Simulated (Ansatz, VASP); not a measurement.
## Al12N in VASP and in Ansatz

```
CELL_PARAMETERS angstrom
5.71430 0.00000 0.00000
0.00000 5.71430 0.00000
0.00000 0.00000 19.67502
ATOMIC_POSITIONS crystal
Al 0.25000 0.25000 0.20330
Al 0.25000 0.75000 0.20330
Al 0.75000 0.25000 0.20330
Al 0.75000 0.75000 0.20330
Al 0.00000 0.00000 0.30928
Al 0.00000 0.50000 0.30928
Al 0.50000 0.00000 0.30928
Al 0.50000 0.50000 0.30928
Al 0.25000 0.25000 0.41550
Al 0.25000 0.75000 0.41550
Al 0.75000 0.25000 0.41550
Al 0.75000 0.75000 0.41550
N 0.25000 0.41667 0.48861
```

Alike in both runs: functional PBE; k mesh 5 × 5 × 1; occupations gaussian, width 0.1 eV; no spin polarisation.

Ansatz relaxed the structure, and its values are those at the end. VASP's run is a single point on that final structure, the one shown.

|  | VASP | Ansatz |
| --- | --- | --- |
| version | VASP 6.6.1 | Ansatz 0.2.0 |
| potentials or method | VASP PAW PBE potentials, release 64 (Al, N) | scalar-relativistic, plane waves, PAW |
| plane-wave cutoff (eV) | 520 | 420 |
| valence electrons in the cell | 41 | 41 |

Ansatz gave:

* gap on the k mesh at the Fermi level (eV): none
* rms of the force components (eV/Å): 0.602
* work function, face that differs most (eV): 4.35

Q: What did VASP give for the same quantities?

A: gap on the k mesh at the Fermi level (eV): none; rms of the force components (eV/Å): 0.607; work function, face that differs most (eV): 4.30.

A gap of «none» marks a metal or a gap that the smearing closes.
